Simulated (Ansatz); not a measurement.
**Ta4N5: enthalpy against pressure**

Ta4N5, I4/m, a = 6.865 Å, c = 4.264 Å. The structure is a Materials Project entry; whether it is the stable form wasn't checked. Ansatz: r2SCAN, PAW, 500 eV, Γ-centred 10×10×10 mesh on 9 atoms, Gaussian smearing 0.10 eV; no spin polarisation. Cell and atoms are relaxed at each pressure, and no other structure is tried, so the rows at high pressure may lie past a change of phase. y is the enthalpy over the state at zero pressure; there V0 = 11.165 Å³/atom. The pressures are the targets, met within 0.01 GPa.

```
P (GPa) y (eV/atom)
   -1.0      -0.0698
    0.0       0.0000
    1.0       0.0696
    4.0       0.2770
   12.0            ?
   25.0       1.6800
```

Q: Fit y = c1 P + c2 P² + c3 P³ to the other rows, say what c1 and c2 mean, and predict the missing value.

A: Least squares on the rows shown. y = 0.069696 P − 0.00011346 P² + 5.4526×10⁻⁷ P³. Since dH/dP = V, c1 is V0: 0.069696 eV/GPa × 160.2 = 11.165 Å³ against 11.165; c2 = −V0/(2B0) gives B0 = 307 GPa, where a Birch–Murnaghan fit to the volumes of the same runs (not shown) gives 314 GPa. At P = 12.0 the fit asked for gives 0.8210 eV/atom. The run gave 0.8210 eV/atom, the same to the digits shown.

The cell has an odd number of electrons and ran without spin polarisation, so a magnetic or disproportionated state may lie lower. Spin–orbit coupling is left out, which can shift energies with elements as heavy as these.